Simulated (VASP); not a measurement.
# SnO (Romarchite) (P4/nmm) in VASP: a series of runs, part 2 of 2

VASP 6.6.1. Earlier steps stand in the parts before.

## Step 3: Relaxation of cell and atoms, PBE+D3(BJ)

This run uses another cell than the first one, of 17.39 Å³/atom, 0.996 times its volume.

Contents of INCAR:

```
SYSTEM = SnO
PREC = Accurate
ENCUT = 600
EDIFF = 1E-7
ISMEAR = 0
SIGMA = 0.03
LREAL = .False.
LASPH = .True.
NELM = 80
ALGO = Normal
ISIF = 3
LWAVE = .False.
LCHARG = .False.
GGA = PE
IVDW = 12
IBRION = 2
NSW = 90
EDIFFG = -0.005
KPAR = 2
```

Contents of KPOINTS:

```
regular mesh
0
Gamma
  8 8 6
  0 0 0
```

Contents of POSCAR:

```
SnO                                     
1.0
    3.8353843991      0.0000000000      0.0000000000
    0.0000000000      3.8353843991      0.0000000000
    0.0000000000      0.0000000000      4.7280490071
  Sn              O             
     2     2
Direct
     0.5000000000000000    0.0000000000000000    0.2459635701948560
     0.0000000000000000    0.5000000000000000    0.7540364298051440
     0.0000000000000000    0.0000000000000000    0.0000000000000000
     0.5000000000000000    0.5000000000000000    0.0000000000000000
```

Potentials or basis: VASP PAW PBE potentials, release 64 (Sn_d, O).

Launch:

```sh
$ cat potpaw_PBE.64/Sn_d/POTCAR potpaw_PBE.64/O/POTCAR > POTCAR
$ mpirun -np 2 vasp_std > vasp.out
```

Wall time 44 s (2 MPI ranks of AMD EPYC 9R45 (Zen 5), shared host); peak memory 0.24 GiB.

The run converged. Its results:

- Free energy: -23.6332 eV
- Pressure after relaxing: 0.0 GPa
- Largest force after relaxing: 0.005 eV/Å
- Band gap on the k mesh: none (metal or under the smearing width)
- Dispersion energy per atom: -0.237 eV

Forces in eV/Å, atoms in the order of the input:
```
Sn   0.000  0.000 -0.005
Sn   0.000  0.000  0.005
O    0.000  0.000  0.000
O    0.000  0.000  0.000
```

Stress tensor (GPa, compression positive):
```
-0.05  0.00  0.00
 0.00 -0.05  0.00
 0.00  0.00  0.04
```

Final structure:
```yaml
crystal:
  lattice:
    - [3.83538, 0.00000, 0.00000]
    - [0.00000, 3.83538, 0.00000]
    - [0.00000, 0.00000, 4.72805]
  atoms:
    - { symbol: Sn, position: [0.50000, 0.00000, 0.24596] }
    - { symbol: Sn, position: [0.00000, 0.50000, 0.75404] }
    - { symbol: O, position: [0.00000, 0.00000, 0.00000] }
    - { symbol: O, position: [0.50000, 0.50000, 0.00000] }
```

Levels at points of the mesh, in eV from the Fermi level:
```
           k point  band 16  band 17  band 18  band 19  band 20  band 21  band 22  band 23  band 24
(0.00, 0.00, 0.00)    -6.08    -3.33    -3.03    -3.03     0.01     2.21     4.48     4.48     4.80
(0.50, 0.00, 0.00)    -4.80    -4.67    -4.67    -2.69    -2.69     3.33     3.33     5.78     5.78
(0.50, 0.50, 0.00)    -4.91    -2.38    -2.38    -1.86    -1.86    -0.06    -0.06     4.56     4.56
(0.00, 0.00, 0.50)    -3.42    -3.04    -3.04    -2.94    -2.08     1.75     2.77     2.77     3.54
(0.50, 0.00, 0.50)    -5.33    -4.62    -4.62    -1.67    -1.67     2.74     2.74     5.24     5.24
(0.50, 0.50, 0.50)    -5.47    -2.77    -2.77    -2.38    -2.38     2.32     2.32     4.30     4.30
```

Caveat: the relaxation stopped at its first step, so nothing moved; pairwise dispersion overbinds metals, which lowers pressure and volume.

## Step 4: Relaxation of cell and atoms, PBE

Contents of INCAR:

```
PREC = Accurate ; ENCUT = 300
EDIFF = 1E-6 ; ISMEAR = 0
SIGMA = 0.03 ; LREAL = F
LASPH = T ; NELM = 80
ALGO = Normal ; ISIF = 3
LWAVE = F ; LCHARG = F
GGA = PE ; IBRION = 2
NSW = 90 ; EDIFFG = -0.01
```

Contents of KPOINTS:

```
Automatic mesh
0
Gamma
  4 4 3
```

Contents of POSCAR:

```
SnO
1.0
    3.7986000000      0.0000000000      0.0000000000
    0.0000000000      3.7986000000      0.0000000000
    0.0000000000      0.0000000000      4.8408000000
Sn O
2 2
Direct
    0.5000000000      0.0000000000      0.2369000000
    0.0000000000      0.5000000000      0.7631000000
    0.0000000000      0.0000000000      0.0000000000
    0.5000000000      0.5000000000      0.0000000000
```

Potentials or basis: VASP PAW PBE potentials, release 64 (Sn_d, O_s).

Launch:

```sh
$ cat potpaw_PBE.64/Sn_d/POTCAR potpaw_PBE.64/O_s/POTCAR > POTCAR
$ mpirun -np 1 vasp_std > vasp.out
```

OUTCAR:

```text
PREC = Accurate
   ENCUT = 300
   EDIFF = 1E-6
   ISMEAR = 0
   LREAL = F
   LASPH = T
   NELM = 80
   ISIF = 3
   GGA = PE
   IBRION = 2
   NSW = 90
   EDIFFG = -0.01

 ion  position               nearest neighbor table
   1  0.500  0.000  0.237-   3 2.22   4 2.22   4 2.22   3 2.22   2 3.53   2 3.53   2 3.53   2 3.53
                             2 3.70   2 3.70   2 3.70   2 3.70
   2  0.000  0.500  0.763-   3 2.22   4 2.22   3 2.22   4 2.22   1 3.53   1 3.53   1 3.53   1 3.53
                             1 3.70   1 3.70   1 3.70   1 3.70
   3  0.000  0.000  0.000-   1 2.22   2 2.22   2 2.22   1 2.22
   4  0.500  0.500  0.000-   1 2.22   2 2.22   1 2.22   2 2.22

  LATTYP: Found a simple tetragonal cell.
 ALAT       =     3.7986000000
 C/A-ratio  =     1.2743642395

  Lattice vectors:

 A1 = (   3.7986000000,   0.0000000000,   0.0000000000)
 A2 = (   0.0000000000,   3.7986000000,   0.0000000000)
[... 614 lines left out ...]

[... ionic steps 4 to 7 ...]

--------------------------------------- Ionic step        8  -------------------------------------------

 number of electron      39.9999992 magnetization

------------------------ aborting loop because EDIFF is reached ----------------------------------------
[... 71 lines left out ...]
--------------------------------------- Ionic step       10  -------------------------------------------

 number of electron      39.9999998 magnetization

 Free energy of the ion-electron system (eV)
  ---------------------------------------------------
  ext. energy  EPLUGINS =         0.00000000
  ---------------------------------------------------
  free energy    TOTEN  =       -22.67988921 eV

  energy without entropy =      -22.67988692  energy(sigma->0) =      -22.67988807

 E-fermi :   6.9951     XC(G=0): -10.1315

 val. band max:        6.9231031767   @ k =   0.0000   0.0000   0.0000
 cond. band min:       7.0709383091   @ k =   0.5000   0.5000   0.0000
 fundamental gap:      0.1478351325
 Fermi energy:         6.9950533069

 k-point     1 :       0.0000    0.0000    0.0000
  band No.  band energies     occupation
      1     -14.9048      2.00000
      2     -14.5235      2.00000
      3     -14.5235      2.00000
      4     -14.5213      2.00000
      5     -14.4884      2.00000
      6     -14.4770      2.00000
[... 344 lines left out ...]
  FREE ENERGIE OF THE ION-ELECTRON SYSTEM (eV)
  ---------------------------------------------------
  free  energy   TOTEN  =       -22.6798892135 eV

  energy  without entropy=      -22.6798869197  energy(sigma->0) =      -22.67988807

 reached required accuracy - stopping structural energy minimisation
```

OSZICAR:

```text
N       E                     dE             d eps       ncg     rms          rms(c)
DAV:   1     0.292705170168E+03    0.29271E+03   -0.15558E+04   608   0.185E+03
DAV:   2     0.454055667989E+01   -0.28816E+03   -0.28352E+03   608   0.462E+02
DAV:   3    -0.256394472267E+02   -0.30180E+02   -0.30085E+02   712   0.156E+02
[... 82 lines left out ...]
DAV:   2    -0.226800097115E+02    0.55367E-03   -0.22125E-03   680   0.490E-01    0.962E-02
DAV:   3    -0.226799199308E+02    0.89781E-04   -0.15945E-04   712   0.233E-01    0.444E-02
DAV:   4    -0.226798872540E+02    0.32677E-04   -0.82443E-05   728   0.174E-01    0.123E-02
DAV:   5    -0.226798891794E+02   -0.19254E-05   -0.23729E-05   752   0.560E-02    0.849E-03
DAV:   6    -0.226798892135E+02   -0.34082E-07   -0.15868E-06   312   0.132E-02
  10 F= -.22679889E+02 E0= -.22679888E+02  d E =-.672088E-04
```

CONTCAR:

```text
SnO
   1.00000000000000
     3.8497794405806913    0.0000000000000000    0.0000000000000000
     0.0000000000000000    3.8497794405806913    0.0000000000000000
     0.0000000000000000    0.0000000000000000    4.8520682609095482
  Sn              O
     2     2
Direct
     0.5000000000000000    1.0000000000000000    0.2395003587610446
     0.0000000000000000    0.5000000000000000    0.7604996412389554
     0.0000000000000000    0.0000000000000000    0.0000000000000000
     0.5000000000000000    0.5000000000000000    0.0000000000000000

  0.00000000E+00  0.00000000E+00  0.00000000E+00
  0.00000000E+00  0.00000000E+00  0.00000000E+00
  0.00000000E+00  0.00000000E+00  0.00000000E+00
  0.00000000E+00  0.00000000E+00  0.00000000E+00
```

It took 31 s on 1 thread of Intel Xeon 6975P-C (Granite Rapids), shared host; peak memory 0.13 GiB.

The run converged, but some of its settings lie outside the range that counts as converged, so its numbers aren't taken as properties of the crystal.

Results:

| Item | Value |
| --- | --- |
| Free energy | -22.6799 eV |
| Relaxed volume | 17.98 Å³/atom |
| Relaxed cell | a = 3.850 Å, b = 3.850 Å, c = 4.852 Å, α = 90.00°, β = 90.00°, γ = 90.00° |
| Space group after relaxing (to 0.05 Å) | P4/nmm (No. 129) |
| Energy gained by relaxing | 8.5 meV/atom |
| Ionic steps | 10 |
| Band gap on the k mesh | 0.15 eV, indirect (least direct gap 1.97 eV) |

Caveat: the k mesh is coarse (spacing up to 0.43 Å⁻¹), so the values aren't converged; the cutoff is under 1.25 times the usual one of these potentials, so pressure, stress and relaxed cells hold a basis-set (Pulay) error; spin-orbit coupling is left out, which moves the levels of the heavy elements; an odd mesh through Γ misses points on the zone boundary, where band edges often lie.
